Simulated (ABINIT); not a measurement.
# Ir (Fm-3m) in ABINIT: settings compared

One crystal, Ir, is run at these levels: rPW86PBE, RPBE; tasks: band structure, equation of state.

Program: ABINIT 10.8.3 (patched build). These are calculated values, not measurements. Logs are shortened: lines on timing, memory, paths and dates and some standing lists are left out, and cuts for length are marked. The log counts tension as positive stress, the text compression.

## 1. The structure

The structure is cubic, space group Fm-3m (No. 225). Conventional cell: a = 3.831 Å, b = 3.831 Å, c = 3.831 Å, α = 90.00°, β = 90.00°, γ = 90.00°. Around Ir (site symmetry m-3m) lie 12 Ir at 2.71 Å.

## 2. Band structure, rPW86PBE, spin-orbit coupling, no magnetisation

The input, run.abi:

```
# Datasets: ground state, then fixed potential
ndtset 2

# Pseudopotentials
pp_dirpath "./"
pseudos "Ir.GGA_PBE-JTH.xml"

# Structure
acell 3*1.0 Angstrom
rprim
     0.0000000000     1.9156000000     1.9156000000
     1.9156000000     0.0000000000     1.9156000000
     1.9156000000     1.9156000000     0.0000000000
ntypat 1
znucl 77
natom 1
typat 1
xred
     0.0000000000     0.0000000000     0.0000000000

# Plane-wave basis
ecut 462.593566 eV
pawecutdg 34.0

# Exchange and correlation
ixc -144130

# Bands and occupations
occopt 3
tsmear 0.00183747

# Spin
nspinor 2
nspden 1
pawspnorb 1

# SCF cycle
nstep 100

# Output
iomode 3
prtwf 0
prteig 0
prtebands 0
prtden1 1

# Dataset 1
kptopt1 4
ngkpt1 12 12 12
nshiftk1 1
shiftk1 0.0 0.0 0.0
nband1 24
tolvrs1 1.0e-9

# Dataset 2: bands along G-X-W-K-G-L-U-W-L-K
iscf2 -2
getden2 1
nband2 32
nbdbuf2 2
tolwfr2 1.0e-12
kptopt2 -9
ndivsm2 6
prteig2 1
kptbounds2
     0.0000000000     0.0000000000     0.0000000000
     0.5000000000     0.0000000000     0.5000000000
     0.5000000000     0.2500000000     0.7500000000
     0.3750000000     0.3750000000     0.7500000000
     0.0000000000     0.0000000000     0.0000000000
     0.5000000000     0.5000000000     0.5000000000
     0.6250000000     0.2500000000     0.6250000000
     0.5000000000     0.2500000000     0.7500000000
     0.5000000000     0.5000000000     0.5000000000
     0.3750000000     0.3750000000     0.7500000000
```

Potentials or basis: JTH PAW PBE v2.0.

Run with:

```sh
$ abinit run.abi > log 2>&1
```

run.abo:

```text
.Version 10.8.3 of ABINIT
 DATASET    1 : space group F4 3 2 (#209); Bravais cF (face-center cubic)
================================================================================
 Values of the parameters that define the memory need for DATASET  1.
     intxc =       0    ionmov =       0      iscf =      17    lmnmax =      18
     lnmax =       6     mgfft =      20  mpssoang =       3    mqgrid =    3001
     natom =       1  nloc_mem =       2    nspden =       1   nspinor =       2
    nsppol =       1      nsym =      24    n1xccc =       1    ntypat =       1
    occopt =       3   xclevel =       2
       mpw =         332          nfft =        8000          nkpt =          88
 PAW method is used; the additional fine FFT grid is defined by:
   mgfftf=        30    nfftf =     27000
================================================================================
================================================================================

 DATASET    2 : space group F4 3 2 (#209); Bravais cF (face-center cubic)
================================================================================
 Values of the parameters that define the memory need for DATASET  2.
     intxc =       0    ionmov =       0      iscf =      -2    lmnmax =      18
     lnmax =       6     mgfft =      20  mpssoang =       3    mqgrid =    3001
     natom =       1  nloc_mem =       2    nspden =       1   nspinor =       2
    nsppol =       1      nsym =      24    n1xccc =       1    ntypat =       1
    occopt =       3   xclevel =       2
       mpw =         332          nfft =        8000          nkpt =         103
 PAW method is used; the additional fine FFT grid is defined by:
   mgfftf=        30    nfftf =     27000
================================================================================
================================================================================

--------------------------------------------------------------------------------
------------- Echo of variables that govern the present computation ------------
--------------------------------------------------------------------------------
 -outvars: echo values of preprocessed input variables --------
            acell      1.8897261259E+00  1.8897261259E+00  1.8897261259E+00 Bohr
              amu      1.92220000E+02
             ecut      1.70000000E+01 Hartree
           getden1          0
           getden2          1
             iscf1         17
             iscf2         -2
                       outvar_i_n : Printing only first  50 k-points.
              ixc     -144130
           jdtset        1    2
                       outvar_i_n : Printing only first  50 k-points.
           kptopt1          4
           kptopt2         -9
         kptrlatt       12    0    0      0   12    0      0    0   12
          kptrlen1     6.14327476E+01
          kptrlen2     3.00000000E+01
            natom           1
            nband1         24
            nband2         32
           nbdbuf1          0
           nbdbuf2          2
           ndtset           2
           ndivsm1          0
           ndivsm2          6
            ngfft          20      20      20
          ngfftdg          30      30      30
             nkpt1         88
             nkpt2        103
          nspinor           2
            nstep         100
             nsym          24
           ntypat           1
                       prtocc : prtvol=0, do not print more k-points.
           occopt           3
        pawcpxocc           2
        pawecutdg      3.40000000E+01 Hartree
[... 241 lines left out ...]
         ecut(hartree)=     17.000   => boxcut(ratio)=   2.10485

 Fine grid specifications (used for densities):

 getcut: wavevector=  0.0000  0.0000  0.0000  ngfft=  30  30  30
         ecut(hartree)=     34.000   => boxcut(ratio)=   2.23501

 getcut : COMMENT -
  Note that boxcut > 2.2 ; recall that boxcut=Gcut(box)/Gcut(sphere) = 2
  is sufficient for exact treatment of convolution.
  Such a large boxcut is a waste : you could raise ecut
  e.g. ecut=   42.459894 Hartrees makes boxcut=2

--------------------------------------------------------------------------------

================================================================================
 Non-SCF case, kpt    1 (  0.00000  0.00000  0.00000), residuals and eigenvalues=
  2.15E-13  3.68E-13  2.36E-13  3.78E-13  1.55E-13  2.56E-13  2.52E-13  4.78E-13
  5.27E-13  9.94E-13  2.38E-13  7.86E-13  3.61E-13  9.69E-13  3.44E-13  8.07E-13
  4.32E-13  6.71E-13  3.68E-13  9.42E-13  3.20E-13  5.53E-13  3.45E-13  5.39E-13
  5.42E-13  6.60E-13  1.51E-13  8.88E-13  8.76E-13  4.92E-13  1.53E-04  5.10E-04
 -1.5494E+00 -1.5494E+00 -1.0974E+00 -1.0974E+00 -1.0974E+00 -1.0974E+00
  1.6628E-01  1.6628E-01  4.1920E-01  4.1920E-01  4.1920E-01  4.1920E-01
  4.4946E-01  4.4946E-01  5.3584E-01  5.3584E-01  5.3584E-01  5.3584E-01
  8.3842E-01  8.3842E-01  1.0769E+00  1.0769E+00  1.2691E+00  1.2691E+00
  1.2906E+00  1.2906E+00  1.2906E+00  1.2906E+00  1.4878E+00  1.4878E+00
  1.8170E+00  1.8190E+00
 Non-SCF case, kpt    2 (  0.02941  0.00000  0.02941), residuals and eigenvalues=
  2.36E-13  9.43E-13  6.06E-13  8.25E-13  7.16E-13  5.57E-13  2.08E-13  4.86E-13
[... 1106 lines left out ...]
  8.4127E-01  8.4127E-01  8.7431E-01  8.7431E-01  1.0111E+00  1.0111E+00
  1.1776E+00  1.1776E+00  1.3243E+00  1.3243E+00  1.5919E+00  1.5919E+00
  1.6078E+00  1.6078E+00
 Non-SCF case, kpt  103 (  0.37500  0.37500  0.75000), residuals and eigenvalues=
  1.20E-13  5.32E-13  4.05E-13  5.98E-13  3.65E-13  6.58E-13  3.25E-13  7.44E-13
  3.48E-13  7.64E-13  4.28E-13  9.80E-13  3.39E-13  6.86E-13  2.30E-13  8.83E-13
  2.26E-13  5.45E-13  5.19E-13  9.71E-13  3.37E-13  9.16E-13  2.88E-13  6.85E-13
  3.31E-13  7.19E-13  8.49E-13  7.43E-13  4.30E-13  6.51E-13  9.24E-13  2.37E-10
 -1.5580E+00 -1.5580E+00 -1.1248E+00 -1.1248E+00 -1.1136E+00 -1.1136E+00
  3.1710E-01  3.1710E-01  3.5371E-01  3.5371E-01  4.6660E-01  4.6660E-01
  5.4266E-01  5.4266E-01  6.0208E-01  6.0208E-01  8.0211E-01  8.0211E-01
  8.4174E-01  8.4174E-01  8.6569E-01  8.6569E-01  1.0034E+00  1.0034E+00
  1.1530E+00  1.1530E+00  1.3451E+00  1.3451E+00  1.5927E+00  1.5927E+00
  1.6020E+00  1.6020E+00

--- !ResultsGS
iteration_state: {dtset: 2, }
comment   : Summary of ground state results
lattice_vectors:
- [  0.0000000,   3.6199594,   3.6199594, ]
- [  3.6199594,   0.0000000,   3.6199594, ]
- [  3.6199594,   3.6199594,   0.0000000, ]
lattice_lengths: [   5.11940,    5.11940,    5.11940, ]
lattice_angles: [ 60.000,  60.000,  60.000, ] # degrees, (23, 13, 12)
lattice_volume:   9.4872661E+01
convergence: {deltae:  0.000E+00, res2:  0.000E+00, residm:  9.991E-13, diffor:  0.000E+00, }
etotal    :  -7.70494614E+01
entropy   :   0.00000000E+00
fermie    :   5.80951665E-01
cartesian_stress_tensor: null
pressure_GPa: null
xred      :
- [  0.0000E+00,   0.0000E+00,   0.0000E+00, Ir]
cartesian_forces: null
force_length_stats: {min: null, max: null, mean: null, }
...

 Integrated electronic density in atomic spheres:
 ------------------------------------------------
 Atom  Sphere_radius  Integrated_density
    1        2.51066         13.64016126

================================================================================

 ----iterations are completed or convergence reached----

 Mean square residual over all n,k,spin=   49.907E-14; max=  99.910E-14
 reduced coordinates (array xred) for    1 atoms
       0.000000000000      0.000000000000      0.000000000000

 cartesian coordinates (angstrom) at end:
    1      0.00000000000000     0.00000000000000     0.00000000000000
 length scales=  1.889726125908  1.889726125908  1.889726125908 bohr
              =  1.000000000000  1.000000000000  1.000000000000 angstroms
 Eigenvalues (hartree) for nkpt= 103  k points:
 kpt#   1, nband= 32, wtk=  1.00000, kpt=  0.0000  0.0000  0.0000 (reduced coord)
  -1.54944   -1.54944   -1.09738   -1.09738   -1.09738   -1.09738    0.16628    0.16628
   0.41920    0.41920    0.41920    0.41920    0.44946    0.44946    0.53584    0.53584
   0.53584    0.53584    0.83842    0.83842    1.07689    1.07689    1.26906    1.26906
   1.29055    1.29055    1.29055    1.29055    1.48781    1.48781    1.81700    1.81903
 kpt#   2, nband= 32, wtk=  1.00000, kpt=  0.0294  0.0000  0.0294 (reduced coord)
  -1.54952   -1.54952   -1.09766   -1.09766   -1.09751   -1.09751    0.16823    0.16823
   0.41859    0.41859    0.42012    0.42012    0.44973    0.44973    0.53421    0.53421
   0.53634    0.53634    0.83842    0.83842    1.08031    1.08031    1.26767    1.26767
   1.28709    1.28709    1.29178    1.29178    1.49997    1.49997    1.77184    1.77249
 kpt#   3, nband= 32, wtk=  1.00000, kpt=  0.0588  0.0000  0.0588 (reduced coord)
  -1.54974   -1.54974   -1.09847   -1.09847   -1.09788   -1.09788    0.17403    0.17403
   0.41633    0.41633    0.42286    0.42286    0.45106    0.45106    0.52947    0.52947
   0.53787    0.53787    0.83854    0.83854    1.09043    1.09043    1.26044    1.26044
   1.28316    1.28316    1.29531    1.29531    1.53259    1.53259    1.71904    1.71906
 kpt#   4, nband= 32, wtk=  1.00000, kpt=  0.0882  0.0000  0.0882 (reduced coord)
  -1.55011   -1.55011   -1.09978   -1.09978   -1.09849   -1.09849    0.18354    0.18354
[... 484 lines left out ...]
  -1.55774   -1.55774   -1.12440   -1.12440   -1.11248   -1.11248    0.32769    0.32769
   0.37108    0.37108    0.44176    0.44176    0.51723    0.51723    0.59593    0.59593
   0.78640    0.78640    0.83927    0.83927    0.86295    0.86295    1.04044    1.04044
   1.20301    1.20301    1.29660    1.29660    1.59164    1.59164    1.59735    1.59735
 kpt# 102, nband= 32, wtk=  1.00000, kpt=  0.3875  0.3875  0.7250 (reduced coord)
  -1.55792   -1.55792   -1.12453   -1.12453   -1.11327   -1.11327    0.32261    0.32261
   0.36262    0.36262    0.45353    0.45353    0.53171    0.53171    0.59745    0.59745
   0.79237    0.79237    0.84127    0.84127    0.87431    0.87431    1.01106    1.01106
   1.17759    1.17759    1.32430    1.32430    1.59188    1.59188    1.60780    1.60780
 kpt# 103, nband= 32, wtk=  1.00000, kpt=  0.3750  0.3750  0.7500 (reduced coord)
  -1.55803   -1.55803   -1.12477   -1.12477   -1.11355   -1.11355    0.31710    0.31710
   0.35371    0.35371    0.46660    0.46660    0.54266    0.54266    0.60208    0.60208
   0.80211    0.80211    0.84174    0.84174    0.86569    0.86569    1.00341    1.00341
   1.15297    1.15297    1.34510    1.34510    1.59268    1.59268    1.60202    1.60202

== END DATASET(S) ==============================================================
================================================================================

 -outvars: echo values of variables after computation  --------
            acell      1.8897261259E+00  1.8897261259E+00  1.8897261259E+00 Bohr
           etotal1    -7.7049461426E+01
            fcart1    -0.0000000000E+00 -0.0000000000E+00 -0.0000000000E+00
            rprim      0.0000000000E+00  1.9156000000E+00  1.9156000000E+00
                       1.9156000000E+00  0.0000000000E+00  1.9156000000E+00
                       1.9156000000E+00  1.9156000000E+00  0.0000000000E+00
           strten1    -1.0147006067E-03 -1.0147006067E-03 -1.0147006067E-03
                       0.0000000000E+00  0.0000000000E+00  0.0000000000E+00
 Calculation completed.
```

Run time: 75 s. Hardware: 1 thread of Arm Neoverse V2, shared host; peak memory 0.12 GiB.

What came out:

```yaml
Free_energy: -2096.6227 eV
Pressure: 29.9 GPa
Band_gap_on_the_k_mesh: none (metal or under the smearing width)
Valence_electrons_inside_the_program's_atomic_spheres: Ir 13.64 (radii [1.3286] Å)
```

Levels at the corners of the path, in eV from the Fermi level:
| point | band 12 | band 13 | band 14 | band 15 | band 16 | band 17 |
| --- | --- | --- | --- | --- | --- | --- |
| Γ | -4.40 | -3.58 | -3.58 | -1.23 | -1.23 | -1.23 |
| X | 0.57 | 1.04 | 1.04 | 1.51 | 1.51 | 1.92 |
| W | -5.09 | -1.91 | -1.91 | 1.41 | 1.41 | 6.88 |
| K | -3.11 | -1.04 | -1.04 | 0.57 | 0.57 | 6.02 |
| Γ | -4.40 | -3.58 | -3.58 | -1.23 | -1.23 | -1.23 |
| L | -3.77 | -0.80 | -0.80 | 0.51 | 0.51 | 1.09 |
| U | -3.11 | -1.04 | -1.04 | 0.57 | 0.57 | 6.02 |
| W | -5.09 | -1.91 | -1.91 | 1.41 | 1.41 | 6.88 |
| L | -3.77 | -0.80 | -0.80 | 0.51 | 0.51 | 1.09 |
| K | -3.11 | -1.04 | -1.04 | 0.57 | 0.57 | 6.02 |

Caveat: a pressure of tens of GPa on the cell as given is suspect, and the run, the potentials or the cell itself is likely at fault; the PAW data sets were made with another functional, which shifts forces and pressure a little.

## 3. Equation of state, RPBE

The input, run.abi:

```
# Datasets: one volume each
ndtset 7
getwfk -1
scalecart1 3*0.9795861087
scalecart2 3*0.9864848297
scalecart3 3*0.9932883884
scalecart4 3*1.0000000000
scalecart5 3*1.0066227096
scalecart6 3*1.0131594038
scalecart7 3*1.0196128224

# Pseudopotentials
pp_dirpath "./"
pseudos "Ir.GGA_PBE-JTH.xml"

# Structure
acell 3*1.0
rprim
     0.0000000000     3.6199593643     3.6199593643
     3.6199593643     0.0000000000     3.6199593643
     3.6199593643     3.6199593643     0.0000000000
ntypat 1
znucl 77
natom 1
typat 1
xred
     0.0000000000     0.0000000000     0.0000000000

# Plane-wave basis
ecut 17.0
pawecutdg 34.0

# k points
kptopt 1
ngkpt 12 12 12
nshiftk 1
shiftk 0.0 0.0 0.0

# Exchange and correlation
ixc 15

# Bands and occupations
nband 12
occopt 3
tsmear 0.05 eV

# SCF cycle
nstep 100
tolvrs 1.0e-9

# Output
iomode 3
prtwf 1
prtden 0
prteig 0
prtebands 0
enunit 1
```

Potentials or basis: JTH PAW PBE v2.0.

Run with:

```sh
$ abinit run.abi > log 2>&1
```

run.abo:

```text
.Version 10.8.3 of ABINIT
 DATASET    1 : space group Fm -3 m (#225); Bravais cF (face-center cubic)
================================================================================
 Values of the parameters that define the memory need for DATASET  1.
     intxc =       0    ionmov =       0      iscf =      17    lmnmax =      18
     lnmax =       6     mgfft =      20  mpssoang =       3    mqgrid =    3001
     natom =       1  nloc_mem =       2    nspden =       1   nspinor =       1
    nsppol =       1      nsym =      48    n1xccc =       1    ntypat =       1
    occopt =       3   xclevel =       2
       mpw =         310          nfft =        8000          nkpt =          72
 PAW method is used; the additional fine FFT grid is defined by:
   mgfftf=        30    nfftf =     27000
================================================================================
================================================================================
[... 71 lines left out ...]
 DATASET    7 : space group Fm -3 m (#225); Bravais cF (face-center cubic)
================================================================================
 Values of the parameters that define the memory need for DATASET  7.
     intxc =       0    ionmov =       0      iscf =      17    lmnmax =      18
     lnmax =       6     mgfft =      20  mpssoang =       3    mqgrid =    3001
     natom =       1  nloc_mem =       2    nspden =       1   nspinor =       1
    nsppol =       1      nsym =      48    n1xccc =       1    ntypat =       1
    occopt =       3   xclevel =       2
       mpw =         347          nfft =        8000          nkpt =          72
 PAW method is used; the additional fine FFT grid is defined by:
[... 1338 lines left out ...]

 -outvars: echo values of variables after computation  --------
            acell      1.0000000000E+00  1.0000000000E+00  1.0000000000E+00 Bohr
           etotal1    -7.6952752498E+01
           etotal2    -7.6955272795E+01
           etotal3    -7.6957117712E+01
           etotal4    -7.6958368006E+01
           etotal5    -7.6959087962E+01
           etotal6    -7.6959330716E+01
           etotal7    -7.6959155649E+01
            fcart1    -0.0000000000E+00 -0.0000000000E+00 -0.0000000000E+00
            fcart2    -0.0000000000E+00 -0.0000000000E+00 -0.0000000000E+00
            fcart3    -0.0000000000E+00 -0.0000000000E+00 -0.0000000000E+00
            fcart4    -0.0000000000E+00 -0.0000000000E+00 -0.0000000000E+00
            fcart5    -0.0000000000E+00 -0.0000000000E+00 -0.0000000000E+00
            fcart6    -0.0000000000E+00 -0.0000000000E+00 -0.0000000000E+00
            fcart7    -0.0000000000E+00 -0.0000000000E+00 -0.0000000000E+00
            rprim1     0.0000000000E+00  3.5460619073E+00  3.5460619073E+00
                       3.5460619073E+00  0.0000000000E+00  3.5460619073E+00
                       3.5460619073E+00  3.5460619073E+00  0.0000000000E+00
[... 17 lines left out ...]
                       3.6909569844E+00  3.6909569844E+00  0.0000000000E+00
           strten1    -1.5146527622E-03 -1.5146527622E-03 -1.5146527622E-03
                       0.0000000000E+00  0.0000000000E+00  0.0000000000E+00
           strten2    -1.1365477815E-03 -1.1365477815E-03 -1.1365477815E-03
                       0.0000000000E+00  0.0000000000E+00  0.0000000000E+00
           strten3    -8.0357609091E-04 -8.0357609091E-04 -8.0357609091E-04
                       0.0000000000E+00  0.0000000000E+00  0.0000000000E+00
           strten4    -5.0808944419E-04 -5.0808944419E-04 -5.0808944419E-04
                       0.0000000000E+00  0.0000000000E+00  0.0000000000E+00
           strten5    -2.4407221654E-04 -2.4407221654E-04 -2.4407221654E-04
                       0.0000000000E+00  0.0000000000E+00  0.0000000000E+00
           strten6    -7.3008395512E-06 -7.3008395512E-06 -7.3008395512E-06
                       0.0000000000E+00  0.0000000000E+00  0.0000000000E+00
           strten7     1.9865858297E-04  1.9865858297E-04  1.9865858297E-04
                       0.0000000000E+00  0.0000000000E+00  0.0000000000E+00
 Calculation completed.
```

Run time: 38 s. Hardware: 1 thread of Arm Neoverse V2, shared host; peak memory 0.13 GiB.

Results:

```yaml
Equilibrium_volume: 14.64 Å³/atom
Bulk_modulus: 337 GPa
Pressure_derivative_of_the_bulk_modulus: 5.1
```

Energy against volume, from the lowest point:
```
volume (Å³/atom)  energy (meV/atom)
          13.215             179.00
          13.496             110.42
          13.778              60.22
          14.059              26.20
          14.340               6.61
          14.621               0.00
          14.902               4.76
```

Caveat: pressures at fixed basis lie under the slope of the energies; the PAW data sets were made with another functional, which shifts forces and pressure a little; the atomic spheres overlap.
